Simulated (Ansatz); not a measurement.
The cell is COD entry 1537623, as deposited and not checked against the literature; nothing was relaxed.

An input for Pb: DFT, PBE, all-electron LAPW, scalar-relativistic (Ansatz 0.2.0).

```yaml
crystal:
  lattice:
    - [3.4800006906, 0.0, 0.0]
    - [-1.7400003453, 3.0137690032, 0.0]
    - [0.0, 0.0, 5.59]
  atoms:
    - { symbol: Pb, position: [0.3333333333, 0.6666666667, 0.25] }
    - { symbol: Pb, position: [0.6666666667, 0.3333333333, 0.75] }
kpoints:
  mp_grid: { grid: [12, 12, 7] }
  band_path:
    path:
      - [0.0, 0.0, 0.0]
      - [0.5, 0.0, 0.0]
      - [0.3333333333, 0.3333333333, 0.0]
      - [0.0, 0.0, 0.0]
      - [0.0, 0.0, 0.5]
      - [0.5, 0.0, 0.5]
      - [0.3333333333, 0.3333333333, 0.5]
      - [0.0, 0.0, 0.5]
      - [0.5, 0.0, 0.5]
    npoints: 8
scf:
  occupations: { method: fermi_dirac, width: 0.05 }
hamiltonian:
  xc: pbe
  pseudopotentials: { kind: all_electron, lapw: { basis_error: 0.0005 } }
output:
  forces: true
  stress: true
  eigenvalues: true
  populations: true
  dos: { projected: true, de: 0.2, e_range: [-14, 8] }
```

Set-up and iterations as logged by Ansatz (the results part is left out, to be predicted):

```
Pb: projections on atomic orbitals take those of the free atom 1s2 2s2 2p6 3s2 3p6 3d10 4s2 4p6 4d10 4f14 5s2 5p6 5d10 6s2 6p2, of charge +0.00 (hamiltonian.pseudopotentials.projection_atoms)
LAPW: plane waves up to 6.761 Å⁻¹, error target 5.0e-4 eV per atom; small_component_spin mean_spin; Pb in spheres of 1.721 Å, 36 of its electrons in bands, Dirac shells []
Engine: ansatz 0.2.0
Pseudopotentials: kind: all_electron
Pseudopotential: Pb, LAPW, valence charge 36, Koelling and Harmon's equation, gaussian nucleus
Functional definition: PBE
  parameter kappa = 0.804
  parameter beta = 0.06672455060314922
  exchange = pbe_x(kappa = kappa, mu = beta*pi^2/3)
  correlation = pbe_c(beta = beta)
Crystal: 2 atoms, lattice volume = 58.627 Å³
Basis set: ecut = 174.14045677920592 eV, 313 PW (Γ), exchange–correlation at level 2
Bands: 44, of which v1, the nominal top of the filled ones, is band 36 counted from 1 (35 counted from 0)
Symmetry: 24 space group operations
Space group: P63/mmc (ITA 194), of the structure as read, at distance tolerance 3.9e-5 Å
k-points: 76 of 1008
Non-local potential: Pb, projectors of the file, none
Initial density: superposition of atomic densities (chi_scale 0.1, normalization cell)
Initial wavefunctions: plane waves of lowest kinetic energy (no species holds an atomic orbital)
Functional: x = pbe(κ = 0.804, μ = 0.2195149727645171), c = pbe(β = 0.06672455060314922)
iter 1 solved again at ethr=6.97e-6 eV; its pass at ethr=1.00e-1 eV (dr2=5.02e-3 eV) is discarded
SCF iter   1: F=—  HF=-1136133.124036 eV  |F-HF|=—  |Δ(HF+E_count)|=         —  Δρ=3.33e-3  dr2=5.06e-3  ethr=6.97e-6  ⟨swp⟩=3.9  Hψ=22175  notcnv=0
SCF iter   2: F=—  HF=-1136133.115145 eV  |F-HF|=—  |Δ(HF+E_count)|=   8.89e-3  Δρ=1.21e-3  dr2=5.55e-4  ethr=6.97e-6  ⟨swp⟩=3.0  Hψ=10463  notcnv=0
SCF iter   3: F=—  HF=-1136133.099318 eV  |F-HF|=—  |Δ(HF+E_count)|=   1.58e-2  Δρ=7.99e-4  dr2=2.73e-4  ethr=7.71e-7  ⟨swp⟩=3.0  Hψ=10712  notcnv=0
SCF iter   4: F=—  HF=-1136133.098554 eV  |F-HF|=—  |Δ(HF+E_count)|=   7.63e-4  Δρ=3.02e-4  dr2=3.88e-5  ethr=3.79e-7  ⟨swp⟩=2.0  Hψ=9820  notcnv=0
iter 5 solved again at ethr=4.08e-9 eV; its pass at ethr=5.39e-8 eV (dr2=2.94e-6 eV) is discarded
SCF iter   5: F=—  HF=-1136133.098557 eV  |F-HF|=—  |Δ(HF+E_count)|=   2.37e-6  Δρ=8.46e-5  dr2=2.94e-6  ethr=4.08e-9  ⟨swp⟩=2.0  Hψ=16733  notcnv=0
SCF iter   6: F=-1136133.098562 eV  HF=-1136133.098562 eV  |F-HF|=7.54e-8  |Δ(HF+E_count)|=   4.76e-6  Δρ=1.03e-5  dr2=4.11e-8  ethr=4.08e-9  ⟨swp⟩=3.0  Hψ=10103  notcnv=0
```

What pressure will this run report?

3.98 GPa (positive in compression).

Is there a band gap?

none: bands cross the Fermi level, a metal.
